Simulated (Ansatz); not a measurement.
## Cold compression of CaSe (rocksalt type)

```yaml
crystal:
  lattice:
    - [0.00000, 2.97897, 2.97897]
    - [2.97897, 0.00000, 2.97897]
    - [2.97897, 2.97897, 0.00000]
  atoms:
    - { symbol: Ca, position: [0.00000, 0.00000, 0.00000] }
    - { symbol: Se, position: [0.50000, 0.50000, 0.50000] }
```

The cell comes from a relaxation on PAW files under the same functional, begun from a prototype that needn't be the stable phase.

Its volume is scaled at fixed shape and fractional positions.

Level of theory: DFT with PBE, scalar-relativistic, in Ansatz 0.2.0; a Γ-centred 12×12×12 k mesh, Fermi–Dirac smearing of 0.08 eV, no spin polarisation. LAPW: all electrons, basis error target 1 meV/atom; PAW: frozen-core files, cutoff 420 eV; crystal datasets: all electrons, by PAW datasets that the program makes for each cell; norm-conserving: pseudopotentials, cutoff 1170 eV; PAW (core large): files with a larger core, cutoff 420 eV.

Energies are extrapolated to zero smearing and count from the unscaled cell; pressure is positive in compression; gaps take the mesh and a band path. No temperature or zero-point motion is included.

The structure type is held throughout; the real material can change phase at far lower pressure.

```json
{"V/V0": "1.00", "V (Å³/atom)": "26.44", "P LAPW (GPa)": "0.00", "ΔE LAPW (eV/atom)": "0.000", "P PAW − LAPW (GPa)": "0.00", "ΔE PAW − LAPW (meV/atom)": "0.0", "gap (eV)": "2.08"}
{"V/V0": "0.95", "V (Å³/atom)": "25.11", "P LAPW (GPa)": "2.73", "ΔE LAPW (eV/atom)": "0.011", "P PAW − LAPW (GPa)": "0.00", "ΔE PAW − LAPW (meV/atom)": "0.0", "gap (eV)": "–"}
{"V/V0": "0.85", "V (Å³/atom)": "22.47", "P LAPW (GPa)": "10.85", "ΔE LAPW (eV/atom)": "0.117", "P PAW − LAPW (GPa)": "0.01", "ΔE PAW − LAPW (meV/atom)": "0.2", "gap (eV)": "–"}
{"V/V0": "0.75", "V (Å³/atom)": "19.83", "P LAPW (GPa)": "24.8", "ΔE LAPW (eV/atom)": "0.400", "P PAW − LAPW (GPa)": "0.01", "ΔE PAW − LAPW (meV/atom)": "0.3", "gap (eV)": "–"}
{"V/V0": "0.65", "V (Å³/atom)": "17.18", "P LAPW (GPa)": "49.4", "ΔE LAPW (eV/atom)": "0.992", "P PAW − LAPW (GPa)": "0.00", "ΔE PAW − LAPW (meV/atom)": "0.4", "gap (eV)": "–"}
{"V/V0": "0.55", "V (Å³/atom)": "14.54", "P LAPW (GPa)": "94.4", "ΔE LAPW (eV/atom)": "2.140", "P PAW − LAPW (GPa)": "-0.05", "ΔE PAW − LAPW (meV/atom)": "0.1", "gap (eV)": "0.00"}
{"V/V0": "0.45", "V (Å³/atom)": "11.90", "P LAPW (GPa)": "?", "ΔE LAPW (eV/atom)": "?", "P PAW − LAPW (GPa)": "?", "ΔE PAW − LAPW (meV/atom)": "?", "gap (eV)": "?"}
{"V/V0": "0.40", "V (Å³/atom)": "10.57", "P LAPW (GPa)": "256.9", "ΔE LAPW (eV/atom)": "6.126", "P PAW − LAPW (GPa)": "-0.48", "ΔE PAW − LAPW (meV/atom)": "-4.7", "gap (eV)": "0.00"}
```

Q: Fit the Vinet equation to the LAPW pressures shown (residuals weighted by 1/(|P| + 0.03·Pmax)), and predict the pressure of the withheld row.

A: The fit gives V0 = 26.44 Å³/atom, B0 = 47.2 GPa and B0′ = 4.34. At 11.90 Å³/atom, x = (V/V0)^(1/3) = 0.7663, and P = 3·B0·(1 − x)/x²·exp[1.5·(B0′ − 1)·(1 − x)] = 181.9 GPa. The run itself gave 181.8 GPa (+0.1 % off) and ΔE = 4.336 eV/atom.

Q: At the smallest volume, how far do crystal datasets and norm-conserving and PAW (core large) lie from LAPW in pressure?

A: crystal datasets: 0.00 GPa; norm-conserving: -1.32 GPa; PAW (core large): +0.37 GPa, on a LAPW pressure of 256.9 GPa.
